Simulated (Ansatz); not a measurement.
# Quasi-harmonic thermodynamics of AgBr (Fm-3m), part 2 of 3

Aim: the lattice, expansion, heat capacity and bulk modulus of AgBr as it warms.

Experimental results on record:
- volume expansion coefficient 102.3 1e-6/K near room temperature (given in “Descriptors for thermal expansion in solids”, 2017, arXiv:1701.03966)

Ansatz 0.2.0; DFT RPBE, scalar-relativistic, plane waves, PAW.

So far. Step 2 (A first coarse run): The start is under 5.1 GPa at this level and looks like an insulator or semiconductor on this mesh.

The database entry behind the starting cell differs from later determinations by our own check (about 0.6 % short of the room-temperature cell), so it need not match the best structure at ambient conditions.

## Step 5: Tight relaxation

The relaxation is repeated with tighter thresholds on force and stress, since phonons are sensitive to what is left; a change of mesh or smearing in the input moves the cell too.

Input file input.yaml:

```yaml
crystal:
  lattice:
    - [0.0, 2.9984643764, 2.9984643764]
    - [2.9984643764, 0.0, 2.9984643764]
    - [2.9984643764, 2.9984643764, 0.0]
  atoms:
    - { symbol: Ag, position: [0.0, 0.0, 0.0] }
    - { symbol: Br, position: [0.5, 0.5, 0.5] }
kpoints:
  mp_grid: { grid: [8, 8, 8] }
hamiltonian:
  xc: rpbe
scf:
  occupations: { method: fixed }
output:
  forces: true
  stress: true
  eigenvalues: true
  write_density: true
  write_potential: true
  elf: true
  volumetric_format: npy
relax:
  adjacent_minimum: "off"
  f_tol: 0.001
  max_steps: 60
  cell: { stress_tol: 0.01 }
```

Launch:

```console
> ansatz run input.yaml --threads 4 --pin off --max-ram 8192MiB --backend cpu --events-out ev --progress --plain --runs-dir out
```

Numbers of over 12 decimals in the logs are rounded to 6 here.

Output:

```text
[...]
Crystal: 2 atoms, lattice volume = 53.917 Å³
Basis set: ecut = 420 eV, 1067 PW (Γ), exchange–correlation on 60×60×60 points (8 copies of the dense FFT grid, shifted against one another)
Bands: 17, of which v1, the nominal top of the filled ones, is band 13 counted from 1 (12 counted from 0)
Symmetry: 48 space group operations
[...]
k-points: 29 of 512
[...]
SCF iter   1: F=—  HF=-10388.700162 eV  |F-HF|=—  |Δ(HF+E_count)|=         —  Δρ=4.09e-3  dr2=9.34e-3  ethr=1.77e-3  ⟨swp⟩=5.0  Hψ=2046  notcnv=0  defer=53
[...]
SCF iter   6: F=-10388.699735 eV  HF=-10388.699735 eV  |F-HF|=1.82e-8  |Δ(HF+E_count)|=   1.04e-6  Δρ=3.67e-6  dr2=7.15e-9  ethr=3.85e-10  ⟨swp⟩=12.6  Hψ=3968  notcnv=0
SCF 1 converged in 6 iterations: F = -10388.699735 eV  dr2 = 7.15e-9
[...]
relax step   1: F+E_penalty+E_count = -10388.69973549 eV  Δ(F+E_penalty+E_count) = +0.000e0 eV  max|allowed force component| = 5.292e-30 eV/Å  Δτ_max = 0.0000 Å  P = -0.036 GPa  Ω = 53.917 Å³  (6 SCF iters, dr2 threshold 1.00e-7 eV, accepted)
Crystal: 2 atoms, lattice volume = 53.863 Å³
[...]
SCF iter   4: F=-10388.699754 eV  HF=-10388.699754 eV  |F-HF|=2.22e-9  |Δ(HF+E_count)|=   9.66e-9  Δρ=2.75e-6  dr2=2.80e-9  ethr=1.24e-11  ⟨swp⟩=9.7  Hψ=3387  notcnv=0
SCF 2 converged in 4 iterations: F = -10388.699754 eV  dr2 = 2.80e-9
relax step   2: F+E_penalty+E_count = -10388.69975446 eV  Δ(F+E_penalty+E_count) = -1.897e-5 eV  max|allowed force component| = 2.735e-29 eV/Å  Δτ_max = 0.0000 Å  P = -0.009 GPa  Ω = 53.863 Å³  energy of the carried Pulay correction = +1.146e-5 eV  (4 SCF iters, dr2 threshold 3.23e-9 eV, accepted)
[...]
SCF iter   6: F=-10388.699747 eV  HF=-10388.699747 eV  |F-HF|=0.00e0  |Δ(HF+E_count)|=  3.64e-12  Δρ=1.89e-8  dr2=1.37e-13  ethr=1.00e-12  ⟨swp⟩=8.6  Hψ=2467  notcnv=0
SCF 3 converged in 6 iterations: F = -10388.699747 eV  dr2 = 1.37e-13
relax step   3: F+E_penalty+E_count = -10388.69974743 eV  Δ(F+E_penalty+E_count) = +7.021e-6 eV  max|allowed force component| = 2.156e-29 eV/Å  Δτ_max = 0.0000 Å  P = -0.009 GPa  Ω = 53.863 Å³  stress off target by 8.62e-3 GPa  SCF on the basis re-selected at this cell (its energy is not comparable with the rows above)  (6 SCF iters)
basis re-selected at this cell: Δ(F+E_penalty+E_count) = +7.021e-6 eV, ΔP = +0.000 GPa vs the last step (what re-selecting the basis moved, of the pressure what is left beyond the Pulay correction that the steps carried, after the strain that the cell walked since its last selection, with what the two solves' SCF thresholds leave and, on support functions, any second-order correction that the steps lacked; it is no m [...]
SCF converged after 6 iterations
Free energy (F): -10388.699747 eV
[...]
Internal energy: -10388.699747 eV  (E = F + TS)
E sigma→0 (E₀):  -10388.699747 eV
Fermi energy:    6.285655 eV
[...]
--- Stress (GPa, compression-positive) ---
       -0.008617      -0.000000      -0.000000
       -0.000000      -0.008617      -0.000000
       -0.000000      -0.000000      -0.008617
  P = ⅓ Tr σ = -0.0086 GPa (-0.086 kbar)
--- Band table (eV; the first three rows and the last of 29) ---
  k-point 0: bands = [... 9 lower, 3.9908, 4.8017, 4.8017, 4.8017, 7.2063, 16.3255, 16.3255, 16.3255]
  k-point 1: bands = [... 9 lower, 4.0208, 4.4663, 5.1537, 5.1537, 7.9299, 15.0726, 15.8951, 15.8951]
  k-point 2: bands = [... 9 lower, 4.0948, 4.3880, 5.6958, 5.6958, 9.1879, 13.5823, 14.6645, 14.6645]
  k-point 28: bands = [... 9 lower, 4.2767, 4.4037, 4.4037, 5.1086, 9.9985, 13.5455, 14.0858, 14.0858]
--- Relaxed structure (2 steps of the walk, 2 accepted, 1 SCFs on fresh bases) ---
[...]
cell:  # Å, volume = 53.8634 Å³
    - [0, 2.997467, 2.997467]
    - [2.997467, 0, 2.997467]
    - [2.997467, 2.997467, 0]
  atoms:
    - { symbol: Ag, position: [0, 0, 0] }
    - { symbol: Br, position: [0.500000, 0.500000, 0.500000] }
```

It took 0.98 s on 4 threads of Intel Xeon 6975P-C (Granite Rapids), shared host; peak memory 0.41 GiB; 2.9 s of CPU time.

Little changed from the start: no atom moved by 0.005 Å and no cell edge by 0.1 %.

This step gave:

```
pressure          : -0.008617 GPa
gap on the k-mesh : 0.9207 eV
volume per atom   : 26.93 Å³
```

Electrostatic potential energy in the ac plane of the conventional cell at fractional y = 0.000, with atoms of Ag and Br within 0.2 Å of it. With pseudopotentials it is smooth inside the atoms' cores, unlike the true potential.

Values in eV, 9 rows by 16 columns, each cell a mean:
```
-28 -20  -4   7   9   4 -24 -54 -58 -40  -5   8   9   2 -14 -26
  0   4   8  10  11  10   7   3   1   5   9  11  11   9   6   2
  6   8  10  11  11  10   8   6   5   7   9  11  11  10   9   7
-45 -26   0   9   9   4  -9 -20 -22 -15  -1   8  10   6 -13 -39
-68 -56 -13   7   8  -1 -20 -32 -34 -26  -9   6   8   1 -38 -66
-27 -12   4  10  10   6  -3 -13 -15  -8   3   9  10   8  -3 -22
  8   9  10  11  11  10   9   8   8   9  10  11  11  11   9   8
 -7  -1   6  10  10   9   4  -8 -11  -1   7  10  10   8   2  -5
-32 -24  -7   6   9   2 -33 -63 -66 -51 -10   7   8   0 -18 -30
```
Columns run along a (6.0 Å; values clipped at the 3rd and 97th percentile), rows up along c (6.0 Å), edges of the conventional cell, whose origin can differ from the input's. Atoms in or near the plane, at fractional coordinates: Ag at (0.00, 0.00), Ag at (0.50, 0.50), Br at (0.50, 0.00), Br at (0.00, 0.50).

ELF in the ac plane of the conventional cell at fractional y = 0.000, with atoms of Ag and Br within 0.2 Å of it. It is the smooth field of the valence electrons, not physical close to the nuclei.

Ten even steps from '_' (0.02) to '@' (0.85), each cell a mean:
```
%%**==..::##@@++__::%%@@==..::++##
**++::....**@@@@##%%@@%%==....==++
--::..__..==##@@@@@@%%**::__....::
....______..--==++++==::______....
++==--..______........______::====
@@@@##==..__..::--::..____::**%%@@
##@@@@**....::++**++==....==%%@@%%
..++@@##::..==**%%##++::..++@@%%::
__==@@##::..==##@@%%**--..++@@##__
--##@@##::..--**##**++::..==@@@@++
@@@@@@++..__::--====::..__--##@@@@
%%##++::______........____..==**##
::::..______..::::::....____....::
....______::++######**==..____....
==--::__..++@@@@@@@@@@##--__..::==
##**--..::##@@##==++@@@@==..::++**
@@##==..::%%@@--__..##@@++..--**%%
```
Columns run along a (6.0 Å), rows up along c (6.0 Å), edges of the conventional cell, whose origin can differ from the input's. Atoms in or near the plane, at fractional coordinates: Ag at (0.00, 0.00), Ag at (0.50, 0.50), Br at (0.50, 0.00), Br at (0.00, 0.50).

Valence density in the ac plane of the conventional cell at fractional y = 0.000, with atoms of Ag and Br within 0.2 Å of it. It is the smooth field of the valence electrons, not physical close to the nuclei.

Values in e/Å³, 9 rows by 16 columns, each cell a mean:
```
11  5  1  0  0  0  1  1  1  1  1  0  0  0  3  9
 1  0  0  0  0  0  0  0  1  0  0  0  0  0  0  1
 0  0  0  0  0  0  0  0  0  0  0  0  0  0  0  0
 1  1  1  0  0  0  2  5  7  3  1  0  0  0  1  1
 0  1  1  0  0  1  4 14 17  8  2  0  0  1  1  1
 1  1  0  0  0  0  1  3  4  2  0  0  0  0  1  1
 0  0  0  0  0  0  0  0  0  0  0  0  0  0  0  0
 2  1  0  0  0  0  0  1  1  1  0  0  0  0  0  1
15  7  1  0  0  1  1  1  1  1  1  0  0  1  4 12
```
Columns run along a (6.0 Å), rows up along c (6.0 Å), edges of the conventional cell, whose origin can differ from the input's. Atoms in or near the plane, at fractional coordinates: Ag at (0.00, 0.00), Ag at (0.50, 0.50), Br at (0.50, 0.00), Br at (0.00, 0.50).

The residual pressure is -0.0086 GPa, small enough for phonons.

## Step 6: The quasi-harmonic study

The study relaxes the crystal at several strains, solves the phonons on some of them and minimises the free energy at each temperature (static energy, vibrations, the electrons in a metal, and PV under a set pressure); the q-mesh sets how far the force constants reach.

input.yaml, the sections that differ from step 5:

```yaml
crystal:
  lattice:
    - [0.0, 2.9974673242, 2.9974673242]
    - [2.9974673242, 0.0, 2.9974673242]
    - [2.9974673242, 2.9974673242, 0.0]
  atoms:
    - { symbol: Ag, position: [0.0, 0.0, 0.0] }
    - { symbol: Br, position: [0.5, 0.5, 0.5] }
output:
  eigenvalues: true
phonons:
  method: dfpt
  qmesh: [4, 4, 4]
  temperatures: { t_max: 500.0, t_step: 25 }
  thermal_expansion: {}
# kpoints, hamiltonian, scf: as in step 5
# relax: removed
```

Output:

```text
The last accepted step is kept in <dir> (removed where the run ends without a failure and the disk answers)
Engine: ansatz 0.2.0, x86_64-unknown-linux-gnu
Pseudopotentials: kind: paw
Pseudopotential: Ag, paw, valence charge 19, recommended cutoff 420 eV (normal), Ag.paw.azcp
Pseudopotential: Br, paw, valence charge 7, recommended cutoff 420 eV (normal), Br.paw.azcp
Functional definition: RPBE
  parameter kappa = 0.804
  parameter beta = 0.066725
  exchange = rpbe_x(kappa = kappa, mu = beta*pi^2/3)
  correlation = pbe_c(beta = beta)
Crystal: 2 atoms, lattice volume = 53.863 Å³
Basis set: ecut = 487.2 eV, 1363 PW (Γ), exchange–correlation on 64×64×64 points (8 copies of the dense FFT grid, shifted against one another)
Bands: 17, of which v1, the nominal top of the filled ones, is band 13 counted from 1 (12 counted from 0)
Symmetry: 48 space group operations
Space group: Fm-3m (ITA 225), of the structure as read, at distance tolerance 3.8e-5 Å
k-points: 29 of 512
Non-local potential: Ag, projectors of the file, l = 0: 3, l = 1: 2, l = 2: 2, l = 3: 1
Non-local potential: Br, projectors of the file, l = 0: 2, l = 1: 2, l = 2: 2
PAW form: soft (Blöchl's): semilocal exchange-correlation on the pseudo side does not see the compensation charge
PAW frozen core: Ag, regenerated for the run's functional, and the local potential with it (the file was generated under x = pbe(κ = 0.804, μ = 0.219515), c = pbe(β = 0.066725))
PAW frozen core: Br, regenerated for the run's functional, and the local potential with it (the file was generated under x = pbe(κ = 0.804, μ = 0.219515), c = pbe(β = 0.066725))
PAW one-centre angular grid: Ag, 590 points (default); XC on 64 Gauss nodes
PAW one-centre angular grid: Br, 110 points (default); XC on 64 Gauss nodes
Initial density: superposition of atomic densities (neutral atoms: chi_scale 0, normalization atom), corrected by the library's trained network
Initial wavefunctions: pseudopotential atomic-orbital guess
Functional: x = rpbe, c = pbe(β = 0.066725)
SCF iter   1: F=—  HF=-10388.702701 eV  |F-HF|=—  |Δ(HF+E_count)|=         —  Δρ=4.09e-3  dr2=9.23e-3  ethr=1.77e-3  ⟨swp⟩=5.0  Hψ=2062  notcnv=0  defer=53
preconditioner: auto → none  [insulator: Δε(μ)=0.954 eV  Ē_g=10.193 eV  n_scr=14 (ndim 8)  ℏωp=21.5 eV  f_vac=0.041  ε∞_Penn≈5.4]
SCF iter   2: F=—  HF=-10388.702507 eV  |F-HF|=—  |Δ(HF+E_count)|=   1.94e-4  Δρ=1.95e-3  dr2=1.23e-3  ethr=3.55e-5  ⟨swp⟩=3.1  Hψ=1149  notcnv=0  defer=56
SCF iter   3: F=—  HF=-10388.702297 eV  |F-HF|=—  |Δ(HF+E_count)|=   2.10e-4  Δρ=7.61e-4  dr2=2.24e-4  ethr=4.73e-6  ⟨swp⟩=2.3  Hψ=852  notcnv=0  defer=56
SCF iter   4: F=—  HF=-10388.702325 eV  |F-HF|=—  |Δ(HF+E_count)|=   2.80e-5  Δρ=2.87e-4  dr2=4.58e-5  ethr=8.61e-7  ⟨swp⟩=2.7  Hψ=738  notcnv=0  defer=56
[...]
SCF converged after 8 iterations
Free energy (F): -10388.702334 eV
Harris-Foulkes:  -10388.702334 eV  (|F-HF|=1.82e-12)
Internal energy: -10388.702334 eV  (E = F + TS)
E sigma→0 (E₀):  -10388.702334 eV
Fermi energy:    6.285149 eV
--- Per-component energies (eV) ---
  E_band       = -398.626163
  E_kinetic    = 660.492996
  E_local      = -3515.526676  (includes V_loc(G=0)·N_el)
  E_nonlocal   = 152.590423
  E_hartree    = 1533.224220
  E_xc         = -447.523518
  E_vxc        = -334.282083  (∫ρ·V_xc dr)
  E_paw        = -6166.059150  (= ΣΔE_a)
  E_vpaw       = -428.349356  (= ΣTr[D̂ρ^β])
  E_aug_tail   = 0.000100  (compensation charges beyond the density's cutoff)
  E_ewald      = -2605.730602
  E_core_change = -0.170128  (= ΣΔE_core)
  E_smearing   = -0.000000  (= −TS)
  E_closure    = -0.000000  (closes the sum)
  Σ components = -10388.702334   (vs F -10388.702334, Δ=0.00e0)
--- Forces (eV/Å), atoms counted from 1 ---
  atom   1  Ag    -0.00000000     0.00000000     0.00000000
  atom   2  Br     0.00000000     0.00000000     0.00000000
  max |Σ_I F_I| component: 4.79e-29 eV/Å
--- Stress (GPa, compression-positive) ---
       -0.006762       0.000000      -0.000000
        0.000000      -0.006762      -0.000000
        0.000000       0.000000      -0.006762
  P = ⅓ Tr σ = -0.0068 GPa (-0.068 kbar)
--- Band table (eV; the first three rows and the last of 29) ---
  k-point 0: bands = [... 9 lower, 3.9903, 4.8015, 4.8015, 4.8015, 7.2063, 16.3251, 16.3251, 16.3251]
  k-point 1: bands = [... 9 lower, 4.0203, 4.4660, 5.1534, 5.1534, 7.9297, 15.0724, 15.8949, 15.8949]
  k-point 2: bands = [... 9 lower, 4.0943, 4.3875, 5.6953, 5.6953, 9.1877, 13.5821, 14.6644, 14.6644]
  k-point 28: bands = [... 9 lower, 4.2761, 4.4032, 4.4032, 5.1082, 9.9986, 13.5454, 14.0856, 14.0856]
── thermal expansion: 3 new cells, 3 in all ──
thermal expansion: relaxation of cell 2
thermal expansion: relaxation of cell 3
── thermal expansion: 2 new cells, 5 in all ──
thermal expansion: relaxation of cell 4
thermal expansion: lower-state search of cell 4
thermal expansion: phonons of cell 4
WARN: thermal expansion: vibrations_at_or_below_zero in the phonons of 1 cell: 4
this run last wrote the structure of step 1 to <dir>
--- Relaxed structure (1 steps of the walk, 1 accepted, 0 SCFs on fresh bases) ---
  F+E_penalty+E_count = -10388.70233388 eV   max|allowed force component| = 3.287e-29 eV/Å
  atoms:
    - { symbol: Ag, position: [0.0, 0.0, 0.0] }
    - { symbol: Br, position: [0.500000, 0.500000, 0.500000] }
--- Thermal expansion: 5 cells in 2 rounds, 0 GPa ---
  no lower state was reached at cell 4
  not told: vibrations stand at or below zero in cell 4 (0.312 modes a cell, the lowest at -28.9 cm⁻¹): the crystal is at no minimum there, or its k-points are too few: type the crystal that it becomes, another pressure, or a denser kpoints.mp_grid, in a new run
  vibrations_at_or_below_zero in the phonons of 1 cell: 4
Error: vibrations stand at or below zero in cell 4 (0.312 modes a cell, the lowest at -28.9 cm⁻¹): the crystal is at no minimum there, or its k-points are too few: type the crystal that it becomes, another pressure, or a denser kpoints.mp_grid, in a new run
```

Elapsed: 1.8 min, on 4 threads; peak memory 1.5 GiB.

The run ended with an error.

The program's message: “vibrations stand at or below zero in cell 4 (0.312 modes a cell, the lowest at -28.9 cm⁻¹): the crystal is at no minimum there, or its k-points are too few: type the crystal that it becomes, another p …”

(Part 2 of 3 ends here.)

[Logs are printed without paths, hosts, clocks, repeated set-up lines and the standing remarks that a program may print on its own settings, such as how far it seeks lower states.]

[Hosts, paths, dates, database ids (printed as entryN), source tags and the programs' standing remarks are cut or masked in the printed files.]

[A step with changed settings may run another functional than the one named; its input shows which.]
